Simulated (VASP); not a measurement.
# Tl (P6_3/mmc) in VASP: notebook

The runs below take Tl through single point, with BLYP.

Program: VASP 6.6.1. These are calculated values, not measurements. Logs are shortened: lines on timing, memory, paths and dates and some standing lists are left out, and cuts for length are marked.

### 1 The structure

Symmetry: P6_3/mmc, No. 194, hexagonal system. Conventional cell: a = 3.778 Å, b = 3.778 Å, c = 5.761 Å, α = 90.00°, β = 90.00°, γ = 120.00°. Tl (site symmetry -6m2) has 12 Tl at 3.61 to 3.78 Å as nearest neighbours.

### 2 Single point, BLYP

File INCAR:

```
SYSTEM = Tl
PREC = Accurate
ENCUT = 520
EDIFF = 1E-6
ISMEAR = -1
SIGMA = 0.1
LREAL = .FALSE.
LASPH = .TRUE.
NELM = 80
ALGO = Fast
ISIF = 2
LWAVE = .FALSE.
LCHARG = .TRUE.
GGA = B5
ALDAX = 1.0
AGGAX = 1.0
AGGAC = 1.0
ALDAC = 0.0
LELF = .TRUE.
LVHAR = .TRUE.
NBANDS = 20
```

File KPOINTS:

```
regular mesh
0
G
  16 16 9
  0 0 0
```

File POSCAR:

```
Tl
1.0
    3.7782712642      0.0000000000      0.0000000000
   -1.8891356321      3.2720788972      0.0000000000
    0.0000000000      0.0000000000      5.7607701755
Tl
2
Direct
    0.3333333333      0.6666666667      0.2500000000
    0.6666666667      0.3333333333      0.7500000000
```

Potentials or basis: VASP PAW PBE potentials, release 64 (Tl_d).

Started as:

```
> cat potpaw_PBE.64/Tl_d/POTCAR > POTCAR
> mpirun -np 1 vasp_std > vasp.out
```

OUTCAR:

```text
SYSTEM = Tl
   PREC = Accurate
   ENCUT = 520
   EDIFF = 1E-6
   ISMEAR = -1
   LREAL = .FALSE.
   LASPH = .TRUE.
   NELM = 80
   ISIF = 2
   GGA = B5

 ion  position               nearest neighbor table
   1  0.333  0.667  0.250-   2 3.61   2 3.61   2 3.61   2 3.61   2 3.61   2 3.61
   2  0.667  0.333  0.750-   1 3.61   1 3.61   1 3.61   1 3.61   1 3.61   1 3.61

  LATTYP: Found a hexagonal cell.
 ALAT       =     3.7782712642
 C/A-ratio  =     1.5247105813

  Lattice vectors:

 A1 = (   3.7782712642,   0.0000000000,   0.0000000000)
 A2 = (  -1.8891356321,   3.2720788972,   0.0000000000)
 A3 = (   0.0000000000,   0.0000000000,   5.7607701755)

Analysis of symmetry for initial positions (statically):
=====================================================================
 Subroutine PRICEL returns:
 Original cell was already a primitive cell.

 Routine SETGRP: Setting up the symmetry group for a
 hexagonal supercell.

 Subroutine GETGRP returns: Found 24 space group operations
 (whereof 12 operations were pure point group operations)
 out of a pool of 24 trial point group operations.

The static configuration has the point symmetry D_3d.
 The point group associated with its full space group is D_6h.

Analysis of symmetry for dynamics (positions and initial velocities):
=====================================================================
 Subroutine PRICEL returns:
 Original cell was already a primitive cell.

 Routine SETGRP: Setting up the symmetry group for a
 hexagonal supercell.

 Subroutine GETGRP returns: Found 24 space group operations
 (whereof 12 operations were pure point group operations)
 out of a pool of 24 trial point group operations.

The dynamic configuration has the point symmetry D_3d.
 The point group associated with its full space group is D_6h.

 Subroutine INISYM returns: Found 24 space group operations
 (whereof 12 operations are pure point group operations),
 and found     1 'primitive' translations

----------------------------------------------------------------------------------------

                                     Primitive cell

  volume of cell :      71.2193

  direct lattice vectors                    reciprocal lattice vectors
     3.778271264  0.000000000  0.000000000     0.264671309  0.152808051  0.000000000
    -1.889135632  3.272078897  0.000000000     0.000000000  0.305616103  0.000000000
     0.000000000  0.000000000  5.760770176     0.000000000  0.000000000  0.173587900

[... 81 lines left out ...]
   ENCUT  =  520.0 eV  38.22 Ry    6.18 a.u.   7.03  7.03 10.71*2*pi/ulx,y,z
   NELM   =     80;   NELMIN=  2; NELMDL= -5     # of ELM steps
   EDIFF  = 0.1E-05   stopping-criterion for ELM
   LREAL  =      F    real-space projection
   EDIFFG = 0.1E-04   stopping-criterion for IOM
   NSW    =      0    number of steps for IOM
   IBRION =     -1    ionic relax: 0-MD 1-quasi-New 2-CG
   NFREE  =      0    steps in history (QN), initial steepest desc. (CG)
   ISIF   =      2    stress and relaxation
   ISYM   =      2    0-nonsym 1-usesym 2-fastsym
   POTIM  = 0.5000    time-step for ionic-motion
   TEBEG  =    0.0;   TEEND  =   0.0 temperature during run
   PSTRESS=    0.0 pullay stress
   NELECT =      26.0000    total number of electrons
   NUPDOWN=      -1.0000    fix difference up-down
   EMIN   =  10.00;   EMAX   =-10.00  energy-range for DOS
   EFERMI =   0.00;   METHOD = LEGACY
   ISMEAR =    -1;   SIGMA  =   0.10  broadening in eV -4-tet -1-fermi 0-gaus
   EFERMI_NEDOS =   21; number of points for ismear=-14 and -15
   IALGO  =     68    algorithm
   IMIX   =      4    mixing-type and parameters
     AMIX     =   0.40;   BMIX     =  1.00
     AMIX_MAG =   1.60;   BMIX_MAG =  1.00
  volume/ion in A,a.u.               =      35.61       240.31
  Fermi-wavevector in a.u.,A,eV,Ry     =   1.170038  2.211052 18.626239  1.368990
  Thomas-Fermi vector in A             =   2.306503
   LORBIT       =      0    0 simple, 1 ext, 2 COOP (PROOUT), +10 PAW based schemes
   GGA     = B5    functional components
   LHFCALC =     F    Hartree Fock is set to
   AEXX    =    0.0000 exact exchange contribution
   IVDW    =     0    specifies the selected vdW correction
   LEPSILON=     F    determine dielectric tensor
   LRPA    =     F    only Hartree local field effects (RPA)
 non-spin polarized calculation
 RMM-DIIS sequential band-by-band and
  energy-cutoff  :      520.00
  volume of cell :       71.22
 maximum number of plane-waves:      1935
   NGX = 15   NGY = 15   NGZ = 21

 number of electron      26.0000007 magnetization

 Free energy of the ion-electron system (eV)
  ---------------------------------------------------
  ext. energy  EPLUGINS =         0.00000000
  ---------------------------------------------------
  free energy    TOTEN  =        -3.44406265 eV

  energy without entropy =       -3.40456694  energy(sigma->0) =       -3.42431479

 E-fermi :   5.0304     XC(G=0):  -8.5992

 val. band max:        5.0172682259   @ k =   0.2500   0.2500   0.3333
 cond. band min:       5.0353111617   @ k =   0.3125   0.3125   0.2222
 fundamental gap:      0.0180429358
 Fermi energy:         5.0303693895

 k-point     1 :       0.0000    0.0000    0.0000
  band No.  band energies     occupation
      1      -6.5192      2.00000
      2      -6.4216      2.00000
      3      -6.4216      2.00000
      4      -6.4023      2.00000
      5      -6.3925      2.00000
      6      -6.3925      2.00000
[... 541 lines left out ...]
     19      12.8866      0.00000
     20      15.2055      0.00000

 [... further k-points ...]

------------------------ aborting loop because EDIFF is reached ----------------------------------------

  FORCE on cell =-STRESS in cart. coord.  units (eV):
  Direction    XX          YY          ZZ          XY          YZ          ZX
  --------------------------------------------------------------------------------------
  -------------------------------------------------------------------------------------
  Total       -0.0033885     -0.0033885      0.0372559      0.0000000      0.0000000      0.0000000
  in kB       -0.0762286     -0.0762286      0.8381234      0.0000000      0.0000000      0.0000000
  external PRESSURE =       0.2285554 kB  Pullay stress =       0.0000000 kB

 VOLUME and BASIS-vectors are now :
 -----------------------------------------------------------------------------
  energy-cutoff  :      520.00
  volume of cell :       71.22
      direct lattice vectors                 reciprocal lattice vectors
     3.778271264  0.000000000  0.000000000     0.264671309  0.152808051  0.000000000
    -1.889135632  3.272078897  0.000000000     0.000000000  0.305616103  0.000000000
     0.000000000  0.000000000  5.760770176     0.000000000  0.000000000  0.173587900

 POSITION                                       TOTAL-FORCE (eV/Angst)
 -----------------------------------------------------------------------------------
     -0.00000      2.18139      1.44019         0.000000      0.000000      0.000000
      1.88914      1.09069      4.32058        -0.000000      0.000000      0.000000
 -----------------------------------------------------------------------------------
    total drift:                               -0.000000      0.000000     -0.000000

  FREE ENERGIE OF THE ION-ELECTRON SYSTEM (eV)
  ---------------------------------------------------
  free  energy   TOTEN  =        -3.4440626488 eV

  energy  without entropy=       -3.4045669380  energy(sigma->0) =       -3.42431479
```

stdout:

```text
POSCAR found type information on POSCAR Tl
 POSCAR found :  1 types and       2 ions
 scaLAPACK will be used
 -----------------------------------------------------------------------------
|                                                                             |
|                                                                             |
|     You enforced a specific xc type in the INCAR file but a different       |
|     I HOPE YOU KNOW WHAT YOU ARE DOING!                                     |
|                                                                             |
 -----------------------------------------------------------------------------

 LDA part: xc-table for (Slater(with rela. corr.)+VWN5), standard interpolation
 POSCAR, INCAR and KPOINTS ok, starting setup
 FFT: planning ... GRIDC
 FFT: planning ... GRID_SOFT
 FFT: planning ... GRID
 WAVECAR not read
 entering main loop
```

It took 1.8 min on 1 thread of AMD EPYC 9R45 (Zen 5), shared host; peak memory 0.27 GiB.

Results:

| Property | Result |
| --- | --- |
| Free energy | -3.4441 eV |
| Pressure | 0.0 GPa |
| Band gap on the k mesh | none (metal or under the smearing width) |

Stress tensor (GPa, compression positive):
```
-0.01  0.00  0.00
 0.00 -0.01  0.00
 0.00  0.00  0.08
```

Caveat: the PAW data sets were made with another functional, which shifts forces and pressure a little. Spin-orbit coupling is left out, which matters for the levels of Tl.

### 3 Single point, BLYP

This run uses another cell than the first one, of 31.34 Å³/atom, 0.880 times its volume.

Changes to INCAR since step 2:

```diff
@@ -12,3 +12,3 @@
 LWAVE = .FALSE.
-LCHARG = .TRUE.
+LCHARG = .FALSE.
 GGA = B5
@@ -18,4 +18,2 @@
 ALDAC = 0.0
-LELF = .TRUE.
-LVHAR = .TRUE.
 NBANDS = 20
```

File KPOINTS:

```
Automatic mesh
0
G
  16 16 9
  0 0 0
```

File POSCAR:

```
Tl
1.0
    3.6206567921      0.0000000000      0.0000000000
   -1.8103283961      3.1355807604      0.0000000000
    0.0000000000      0.0000000000      5.5204537222
Tl
2
Direct
    0.3333333333      0.6666666667      0.2500000000
    0.6666666667      0.3333333333      0.7500000000
```

Potentials or basis: VASP PAW PBE potentials, release 64 (Tl_d).

Started as:

```
> cat potpaw_PBE.64/Tl_d/POTCAR > POTCAR
> mpirun -np 1 vasp_std > vasp.out
```

Run time: 91 s. Hardware: 1 thread of AMD EPYC 9R45 (Zen 5), shared host; peak memory 0.25 GiB.

It converged, with:

| Item | Value |
| --- | --- |
| Free energy | -3.3609 eV |
| Pressure | 3.3 GPa |
| Band gap on the k mesh | none (metal or under the smearing width) |

Stress tensor (GPa, compression positive):
```
3.09 0.00 0.00
0.00 3.09 0.00
0.00 0.00 3.77
```

Levels at points of the mesh, in eV from the Fermi level:
| k point | band 9 | band 10 | band 11 | band 12 | band 13 | band 14 | band 15 | band 16 | band 17 | band 18 |
| --- | --- | --- | --- | --- | --- | --- | --- | --- | --- | --- |
| (0.00, 0.00, 0.00) | -11.16 | -11.16 | -9.52 | -4.88 | -2.28 | 6.67 | 6.67 | 8.70 | 8.70 | 10.03 |
| (0.50, 0.00, 0.00) | -11.15 | -11.10 | -6.01 | -4.82 | -0.61 | 0.81 | 1.34 | 3.24 | 3.78 | 7.45 |

Caveat: the PAW data sets were made with another functional, which shifts forces and pressure a little.
